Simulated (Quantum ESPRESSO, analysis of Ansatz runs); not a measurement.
## A hop of Ag in AlH3 (Fd-3m), charge 0 (Quantum ESPRESSO)

How high is the barrier when Ag changes place in AlH3 (Fd-3m)? The case: Ag_i hop between interstitial places, charge 0, in a cell of 64 host atoms with 1 Ag put in.

Method: Quantum ESPRESSO plane-wave DFT, PBEsol, GBRV 1.5 PBEsol potentials; nudged elastic band between two relaxed defect structures, in Quantum ESPRESSO 7.5.

**1. The structure**

The cell holds 65 atoms: 16 Al, 48 H and 1 Ag. Cell: a = 9.027 Å, b = 9.027 Å, c = 9.027 Å, α = 90.0°, β = 90.0°, γ = 90.0°. It derives from AlH3 (space group Fd-3m). Nearest the centre at fractional (0.160, 0.160, 0.090): H41 at 1.73 Å, Ag65 at 1.85 Å, H25 at 2.08 Å, H33 at 2.11 Å, H50 at 2.55 Å, H59 at 2.56 Å, Al5 at 2.77 Å, Al1 at 2.79 Å.

The cell's shortest repeat is 9.0 Å.

**2. Relaxation of the start point, charge 0**

The ends come first: from an unrelaxed start the top is counted from too high an energy, and the barrier comes out too low. Small random displacements break the symmetry of the ideal sites, so that the defect can distort if it gains by it. The cell holds an odd number of electrons, so the run is spin-polarised with the moment held at 1 μB.

pw.in reads:

```
&CONTROL
  calculation = 'relax'
  prefix = 'pwscf'
  outdir = './tmp'
  pseudo_dir = './pseudo'
  tprnfor = .true.
  disk_io = 'low'
  nstep = 70
  forc_conv_thr = 0.00078
  etot_conv_thr = 0.0001
/
&SYSTEM
  ibrav = 0
  nat = 65
  ntyp = 3
  ecutwfc = 40
  ecutrho = 324
  nbnd = 62
  occupations = 'fixed'
  nspin = 2
  starting_magnetization(1) = 0.1667
  starting_magnetization(2) = 0.5
  starting_magnetization(3) = 0.0263
  tot_magnetization = 1
  nosym = .true.
/
&ELECTRONS
  conv_thr = 6d-08
  electron_maxstep = 100
  mixing_beta = 0.3
/
&IONS
  ion_dynamics = 'bfgs'
/
ATOMIC_SPECIES
Al    26.9815 al_pbesol_v1.uspp.F.UPF
H      1.0080 h_pbesol_v1.4.uspp.F.UPF
Ag   107.8682 ag_pbesol_v1.4.uspp.F.UPF
CELL_PARAMETERS angstrom
   9.0267813738    0.0000000000    0.0000000000
   0.0000000000    9.0267813738    0.0000000000
   0.0000000000    0.0000000000    9.0267813738
ATOMIC_POSITIONS crystal
Al     0.1237134057    0.3773630370    0.8730491004
Al     0.1268004272    0.8722152643    0.3747786687
Al     0.6269470855    0.3772901270    0.3735824477
Al     0.6223002146    0.8746721265    0.8769102189
Al     0.3775875959    0.1254597898    0.8770342613
Al     0.3761205467    0.6279593674    0.3760157744
Al     0.8734986381    0.1264348246    0.3724052998
Al     0.8762994000    0.6240940534    0.8779216602
Al     0.3720842082    0.3734084033    0.6248987277
Al     0.3775416214    0.8766951876    0.1263083493
Al     0.8781253785    0.3757331186    0.1241398693
Al     0.8732619847    0.8775538863    0.6237743387
Al     0.1255128708    0.1217399313    0.6246073246
Al     0.1240184326    0.6262025312    0.1279386600
Al     0.6251472639    0.1253086312    0.1283058037
Al     0.6240746291    0.6219324886    0.6258828027
H     -0.0001415333   -0.0025622910    0.3055765307
H      0.0020082438    0.4998350877    0.8008217580
H      0.5015041580   -0.0008385441    0.8006222112
H      0.4991869755    0.4968218736    0.3029319685
H     -0.0021527169   -0.0023467793    0.6955846801
H      0.0027340027    0.5018691661    0.1968123134
H      0.5011810181    0.0023118856    0.1986103279
H      0.4967857784    0.4991549971    0.6965300102
H      0.0010462778    0.3006413175    0.0014068415
H     -0.0028667725    0.8021191463    0.5010081824
H      0.4997804687    0.3038271059    0.5032963210
H      0.5028586857    0.8042395854   -0.0015075532
H      0.0007246719    0.1997236989    0.4994047133
H      0.0029177479    0.6966541208   -0.0015867928
H      0.5018674592    0.1938262833    0.0004679707
H      0.4973326408    0.6946505544    0.5006149251
H      0.3065915527    0.0004565887    0.0010293078
H      0.3009953351    0.4997566306    0.4977890311
H      0.8067747120    0.0002463965    0.4998318999
H      0.8023324726    0.4999050463   -0.0031231983
H      0.1961250177    0.0031547867    0.4990386199
H      0.1977948459    0.5029765914    0.0007738058
H      0.6980584538    0.0027006304   -0.0011966353
H      0.6959852941    0.5032626979    0.4996876659
H      0.2475705770    0.2522035638    0.9470714995
H      0.2490385097    0.7480862816    0.4490766768
H      0.7528295497    0.2498907911    0.4482751472
H      0.7491167918    0.7468189033    0.9461534228
H      0.2482284006    0.2495917288    0.5562467711
H      0.2480196490    0.7479437291    0.0517631405
H      0.7512332136    0.2481153069    0.0559085287
H      0.7494400338    0.7524499001    0.5512898918
H      0.2510351788    0.4486937700    0.7476946204
H      0.2508083537    0.9479219014    0.2529101947
H      0.7531547139    0.4457595095    0.2507008403
H      0.7513484055    0.9481192843    0.7474080631
H      0.2526291863    0.0552261768    0.7489852154
H      0.2502575536    0.5567778903    0.2500398093
H      0.7521877771    0.0532544047    0.2475070712
H      0.7484249534    0.5535772602    0.7470756484
H      0.4481929523    0.2481308384    0.7521917498
H      0.4453733652    0.7518743582    0.2524863470
H      0.9435377022    0.2486851370    0.2505750682
H      0.9435778689    0.7498709424    0.7515106646
H      0.0559243654    0.2482245089    0.7513575195
H      0.0504030870    0.7492059739    0.2489794870
H      0.5506010545    0.2496228078    0.2483560258
H      0.5510966739    0.7517324005    0.7515609651
Ag     0.2499279090    0.2529326972    0.2484381522
K_POINTS gamma
```

Command:

```sh
$ OMP_NUM_THREADS=1 mpirun -n 8 pw.x -in pw.in > pw.out
```

The program printed:

```text
[shortened: banners, details of potentials and solvers, and blank lines are left out]
     gamma-point specific algorithms are used
     Message from routine setup:
     the system is metallic, specify occupations
     bravais-lattice index     =            0
     lattice parameter (alat)  =      17.0581  a.u.
     unit-cell volume          =    4963.5840 (a.u.)^3
     number of atoms/cell      =           65
     number of atomic types    =            3
     number of electrons       =       115.00 (up:  58.00, down:  57.00)
     number of Kohn-Sham states=           62
     kinetic-energy cutoff     =      40.0000  Ry
     charge density cutoff     =     324.0000  Ry
     scf convergence threshold =      6.0E-08
     mixing beta               =       0.3000
     number of iterations used =            8  plain     mixing
     energy convergence thresh.=      1.0E-04
     force convergence thresh. =      7.8E-04
     Exchange-correlation= SLA  PW   PSX  PSC
                           (   1   4  10   8   0   0   0)
     nstep                     =           70
     crystal axes: (cart. coord. in units of alat)
               a(1) = (   1.000000   0.000000   0.000000 )
               a(2) = (   0.000000   1.000000   0.000000 )
               a(3) = (   0.000000   0.000000   1.000000 )
     PseudoPot. # 1 for Al read from file:
     al_pbesol_v1.uspp.F.UPF
     Pseudo is Ultrasoft + core correction, Zval =  3.0
[...]
PseudoPot. # 2 for H  read from file:
     h_pbesol_v1.4.uspp.F.UPF
     Pseudo is Ultrasoft, Zval =  1.0
     PseudoPot. # 3 for Ag read from file:
     ag_pbesol_v1.4.uspp.F.UPF
     Pseudo is Ultrasoft + core correction, Zval = 19.0
[...]
atomic species   valence    mass     pseudopotential
     Al                3.00    26.98150     Al( 1.00)
     H                 1.00     1.00800     H ( 1.00)
     Ag               19.00   107.86820     Ag( 1.00)
     Starting magnetic structure
     atomic species   magnetization
     Al              0.167
     H               0.500
     Ag              0.026
     No symmetry found
     site n.     atom                  positions (alat units)
         1        Al     tau(   1) = (   0.1237134   0.3773630   0.8730491  )
         2        Al     tau(   2) = (   0.1268004   0.8722153   0.3747787  )
         3        Al     tau(   3) = (   0.6269471   0.3772901   0.3735824  )
         4        Al     tau(   4) = (   0.6223002   0.8746721   0.8769102  )
         5        Al     tau(   5) = (   0.3775876   0.1254598   0.8770343  )
         6        Al     tau(   6) = (   0.3761205   0.6279594   0.3760158  )
         7        Al     tau(   7) = (   0.8734986   0.1264348   0.3724053  )
         8        Al     tau(   8) = (   0.8762994   0.6240941   0.8779217  )
[...]
number of k points=     1
                       cart. coord. in units 2pi/alat
        k(    1) = (   0.0000000   0.0000000   0.0000000), wk =   1.0000000
     Dense  grid:   244361 G-vectors     FFT dimensions: ( 100, 100, 100)
     Smooth grid:    84899 G-vectors     FFT dimensions: (  72,  72,  72)
     Generating pointlists ...
     new r_m :   0.0761 (alat units)  1.2976 (a.u.) for type    1
     new r_m :   0.0761 (alat units)  1.2976 (a.u.) for type    2
     new r_m :   0.1240 (alat units)  2.1158 (a.u.) for type    3
     starting charge     114.4618, renormalised to     115.0000
     Self-consistent Calculation
     iteration #  1     ecut=    40.00 Ry     beta= 0.30
     total energy              =    -456.87638611 Ry
     estimated scf accuracy    <       2.83172851 Ry
     total magnetization       =     1.00 Bohr mag/cell
     absolute magnetization    =     3.48 Bohr mag/cell
     iteration #  2     ecut=    40.00 Ry     beta= 0.30
     total energy              =    -456.86157588 Ry
     estimated scf accuracy    <       1.21196081 Ry
     total magnetization       =     1.00 Bohr mag/cell
[...]
[... 95 further cycles ...]
     iteration #  7     ecut=    40.00 Ry     beta= 0.30
     total energy              =    -457.02353350 Ry
     estimated scf accuracy    <          1.2E-09 Ry
     total magnetization       =     1.00 Bohr mag/cell
     absolute magnetization    =     1.10 Bohr mag/cell
     iteration #  8     ecut=    40.00 Ry     beta= 0.30
     Magnetic moment per site  (integrated on atomic sphere of radius R)
     atom   1 (R=0.076)  charge=  0.2373  magn=  0.0011
     atom   2 (R=0.076)  charge=  0.2374  magn=  0.0010
     atom   3 (R=0.076)  charge=  0.2372  magn=  0.0010
     atom   4 (R=0.076)  charge=  0.2380  magn=  0.0001
     atom   5 (R=0.076)  charge=  0.2373  magn=  0.0011
     atom   6 (R=0.076)  charge=  0.2375  magn=  0.0011
     atom   7 (R=0.076)  charge=  0.2374  magn=  0.0011
     atom   8 (R=0.076)  charge=  0.2379  magn=  0.0001
[...]
End of self-consistent calculation
 ------ SPIN UP ------------
          k = 0.0000 0.0000 0.0000 ( 10624 PWs)   bands (ev):
   -88.9862 -52.5222 -52.5217 -52.5212  -8.7529  -7.5243  -7.5223  -7.5201
    -7.5148  -7.5041  -7.5025  -5.5188  -5.5163  -5.5146  -5.4685  -5.4667
    -5.4655  -4.5524  -4.5512  -4.5500  -4.4679  -3.9552  -3.7524  -3.7471
    -3.7442  -3.7284  -3.7260  -3.6701  -3.6693  -3.6644  -3.2830  -3.2813
    -2.1793  -2.1766  -1.8995  -1.8676  -1.8660  -1.8634  -1.7837  -1.7713
    -1.7654  -1.7000  -1.6990  -1.6939  -1.5011  -1.4905  -1.4812  -1.2553
    -1.2517  -1.1447  -0.9571  -0.9563  -0.9520  -0.8758  -0.8727   0.3766
     0.3768   1.9878   3.1212   3.1254   3.1264   3.2152
 ------ SPIN DOWN ----------
          k = 0.0000 0.0000 0.0000 ( 10624 PWs)   bands (ev):
   -88.9754 -52.5114 -52.5109 -52.5104  -8.7315  -7.5091  -7.5062  -7.5042
    -7.5017  -7.4755  -7.4741  -5.4991  -5.4966  -5.4948  -5.4570  -5.4552
    -5.4540  -4.5380  -4.5369  -4.5357  -4.4406  -3.8935  -3.7339  -3.7287
    -3.7258  -3.7129  -3.7105  -3.6521  -3.6513  -3.6464  -3.2579  -3.2565
    -2.1149  -2.1121  -1.8813  -1.8635  -1.8619  -1.8593  -1.7465  -1.7358
    -1.7321  -1.6890  -1.6881  -1.6829  -1.3627  -1.3547  -1.3467  -1.1841
    -1.1805  -1.0906  -0.9406  -0.9394  -0.9345  -0.8372  -0.8343   0.3889
     0.3891   2.4239   3.1638   3.1674   3.1688   3.2253
     highest occupied, lowest unoccupied level (ev):     1.9878    2.4239
!    total energy              =    -457.02353350 Ry
     estimated scf accuracy    <          1.9E-10 Ry
     The total energy is the sum of the following terms:
     one-electron contribution =    -365.77581151 Ry
     hartree contribution      =     209.64110652 Ry
     xc contribution           =    -130.03255040 Ry
     ewald contribution        =    -170.85627810 Ry
     total magnetization       =     1.00 Bohr mag/cell
     absolute magnetization    =     1.10 Bohr mag/cell
     convergence has been achieved in   8 iterations
     Forces acting on atoms (cartesian axes, Ry/au):
     atom    1 type  1   force =    -0.00056001   -0.00023535   -0.00022610
     atom    2 type  1   force =     0.00036934    0.00024114   -0.00031505
     atom    3 type  1   force =     0.00061351    0.00020563   -0.00036121
     atom    4 type  1   force =    -0.00085163   -0.00034278    0.00039979
     atom    5 type  1   force =    -0.00025195   -0.00036857   -0.00002233
     atom    6 type  1   force =     0.00066561    0.00070218   -0.00002105
     atom    7 type  1   force =    -0.00004876    0.00058287   -0.00030214
     atom    8 type  1   force =    -0.00018565   -0.00040544    0.00054469
[...]
Total force =     0.004644     Total SCF correction =     0.000027
     Energy error            =      4.9E-05 Ry
     Gradient error          =      8.5E-04 Ry/Bohr
     number of scf cycles    =  13
     number of bfgs steps    =  12
     energy             old  =    -457.0234849787 Ry
     energy             new  =    -457.0235334962 Ry
     CASE: energy            _new < energy            _old
     new trust radius        =       0.0050416767 bohr
     new conv_thr            =       0.0000000006 Ry
ATOMIC_POSITIONS (crystal)
Al               0.1246959102        0.3760462612        0.8739711131
Al               0.1238382150        0.8735617088        0.3762078434
Al               0.6260961743        0.3759078323        0.3757685774
Al               0.6253059756        0.8750236721        0.8751145405
Al               0.3762908254        0.1245783809        0.8742771918
Al               0.3751886381        0.6259479205        0.3758936692
Al               0.8744129152        0.1244502149        0.3759354557
Al               0.8746329906        0.6247892948        0.8743460436
[...]
Generating pointlists ...
     Self-consistent Calculation
     iteration #  1     ecut=    40.00 Ry     beta= 0.30
     total energy              =    -457.02356914 Ry
     estimated scf accuracy    <       0.00001821 Ry
     total magnetization       =     1.00 Bohr mag/cell
     absolute magnetization    =     1.10 Bohr mag/cell
     iteration #  2     ecut=    40.00 Ry     beta= 0.30
     total energy              =    -457.02356818 Ry
     estimated scf accuracy    <       0.00000578 Ry
     total magnetization       =     1.00 Bohr mag/cell
[...]
iteration #  7     ecut=    40.00 Ry     beta= 0.30
     total energy              =    -457.02356864 Ry
     estimated scf accuracy    <          7.2E-10 Ry
     total magnetization       =     1.00 Bohr mag/cell
     absolute magnetization    =     1.10 Bohr mag/cell
     iteration #  8     ecut=    40.00 Ry     beta= 0.30
     Magnetic moment per site  (integrated on atomic sphere of radius R)
     atom   1 (R=0.076)  charge=  0.2374  magn=  0.0011
     atom   2 (R=0.076)  charge=  0.2375  magn=  0.0010
     atom   3 (R=0.076)  charge=  0.2372  magn=  0.0010
     atom   4 (R=0.076)  charge=  0.2380  magn=  0.0001
     atom   5 (R=0.076)  charge=  0.2373  magn=  0.0011
     atom   6 (R=0.076)  charge=  0.2374  magn=  0.0011
     atom   7 (R=0.076)  charge=  0.2374  magn=  0.0011
     atom   8 (R=0.076)  charge=  0.2379  magn=  0.0001
[...]
End of self-consistent calculation
 ------ SPIN UP ------------
          k = 0.0000 0.0000 0.0000 ( 10624 PWs)   bands (ev):
   -88.9878 -52.5238 -52.5233 -52.5228  -8.7523  -7.5231  -7.5210  -7.5195
    -7.5128  -7.5048  -7.5027  -5.5176  -5.5157  -5.5142  -5.4685  -5.4665
    -5.4660  -4.5514  -4.5506  -4.5503  -4.4665  -3.9526  -3.7514  -3.7467
    -3.7444  -3.7289  -3.7270  -3.6695  -3.6690  -3.6645  -3.2829  -3.2815
    -2.1780  -2.1760  -1.9014  -1.8673  -1.8663  -1.8640  -1.7824  -1.7707
    -1.7644  -1.6994  -1.6980  -1.6939  -1.5029  -1.4921  -1.4822  -1.2555
    -1.2526  -1.1448  -0.9564  -0.9554  -0.9523  -0.8750  -0.8732   0.3768
     0.3770   1.9841   3.1221   3.1267   3.1272   3.2135
 ------ SPIN DOWN ----------
          k = 0.0000 0.0000 0.0000 ( 10624 PWs)   bands (ev):
   -88.9770 -52.5130 -52.5125 -52.5121  -8.7309  -7.5076  -7.5049  -7.5037
    -7.4999  -7.4763  -7.4740  -5.4979  -5.4960  -5.4944  -5.4570  -5.4550
    -5.4545  -4.5369  -4.5363  -4.5361  -4.4392  -3.8909  -3.7329  -3.7284
    -3.7260  -3.7134  -3.7115  -3.6515  -3.6510  -3.6465  -3.2578  -3.2566
    -2.1136  -2.1114  -1.8831  -1.8632  -1.8622  -1.8599  -1.7450  -1.7351
    -1.7312  -1.6884  -1.6872  -1.6829  -1.3645  -1.3562  -1.3480  -1.1841
    -1.1812  -1.0908  -0.9400  -0.9385  -0.9349  -0.8368  -0.8350   0.3891
     0.3893   2.4207   3.1647   3.1689   3.1694   3.2235
     highest occupied, lowest unoccupied level (ev):     1.9841    2.4207
!    total energy              =    -457.02356864 Ry
     estimated scf accuracy    <          1.2E-10 Ry
     The total energy is the sum of the following terms:
     one-electron contribution =    -365.66652895 Ry
     hartree contribution      =     209.58537151 Ry
     xc contribution           =    -130.03036028 Ry
     ewald contribution        =    -170.91205092 Ry
     total magnetization       =     1.00 Bohr mag/cell
     absolute magnetization    =     1.10 Bohr mag/cell
     convergence has been achieved in   8 iterations
     Forces acting on atoms (cartesian axes, Ry/au):
     atom    1 type  1   force =    -0.00049151   -0.00013088   -0.00053925
     atom    2 type  1   force =     0.00023774   -0.00001145   -0.00007307
     atom    3 type  1   force =     0.00061790    0.00061689   -0.00005589
     atom    4 type  1   force =    -0.00076356   -0.00041606   -0.00006208
     atom    5 type  1   force =     0.00006459   -0.00019916   -0.00037468
     atom    6 type  1   force =     0.00030869    0.00060499    0.00047876
     atom    7 type  1   force =    -0.00043622    0.00032224    0.00010485
     atom    8 type  1   force =     0.00012000    0.00031815    0.00039225
[...]
Total force =     0.004084     Total SCF correction =     0.000023
     Energy error            =      3.5E-05 Ry
     Gradient error          =      7.6E-04 Ry/Bohr
     bfgs converged in  14 scf cycles and  13 bfgs steps
     (criteria: energy <  1.0E-04 Ry, force <  7.8E-04 Ry/Bohr)
     End of BFGS Geometry Optimization
     Final energy             =    -457.0235686398 Ry
Begin final coordinates
ATOMIC_POSITIONS (crystal)
Al               0.1246959102        0.3760462612        0.8739711131
Al               0.1238382150        0.8735617088        0.3762078434
Al               0.6260961743        0.3759078323        0.3757685774
Al               0.6253059756        0.8750236721        0.8751145405
Al               0.3762908254        0.1245783809        0.8742771918
Al               0.3751886381        0.6259479205        0.3758936692
Al               0.8744129152        0.1244502149        0.3759354557
Al               0.8746329906        0.6247892948        0.8743460436
[...]
End final coordinates
   JOB DONE.
```

Elapsed: 1.7 min, on 8 MPI ranks of Arm Neoverse V2, shared host; peak memory 1.6 GiB.

The steps of the relaxation:

```tsv
step	energy less that of the first step (eV)
0	0.0000
1	-0.1063
2	-0.1803
3	-0.2018
4	-0.2119
5	-0.2217
6	-0.2311
7	-0.2338
8	-0.2362
9	-0.2379
10	-0.2391
11	-0.2400
12	-0.2406
13	-0.2411
```

The atoms that moved most (Å):

```tsv
atom	dx	dy	dz	length
H63	0.065	0.002	0.017	0.068
H25	0.000	0.057	-0.006	0.058
H29	0.000	-0.055	0.005	0.055
H50	-0.007	-0.048	-0.018	0.052
H34	0.045	-0.010	0.009	0.047
H41	0.028	-0.012	-0.034	0.046
H22	-0.016	-0.018	-0.036	0.044
H38	-0.036	-0.022	-0.008	0.043
```

Neighbours of Ag65 at the end:

```tsv
atom	distance (Å)
H41	2.744
H54	2.749
H59	2.763
H63	2.776
H45	2.800
H50	2.803
H38	3.199
H25	3.202
H22	3.205
H20	3.208
H34	3.212
H31	3.218
H33	3.223
H23	3.244
H27	3.246
H29	3.250
```

Numbers from this step:

| Item | Value |
| --- | --- |
| total moment | 1.000 μB |
| integral of the absolute spin density | 1.096 μB |
| highest filled level | 1.984 eV |
| lowest empty level | 2.421 eV |
| r.m.s. move of the farther half of the atoms | 0.01671 Å |
| largest move from the ideal geometry of this structure, a common shift of the far atoms taken out | 0.04246 Å |

The relaxation gained 0.241 eV and ended with a largest force component of 0.020 eV/Å.

(Continued in part 2 of 3.)

[Logs are printed without paths, hosts, clocks, repeated set-up lines and the standing remarks that a program may print on its own settings, such as how far it seeks lower states.]

[Hosts, paths, dates, database ids (printed as entryN), source tags and the programs' standing remarks are cut or masked in the printed files.]
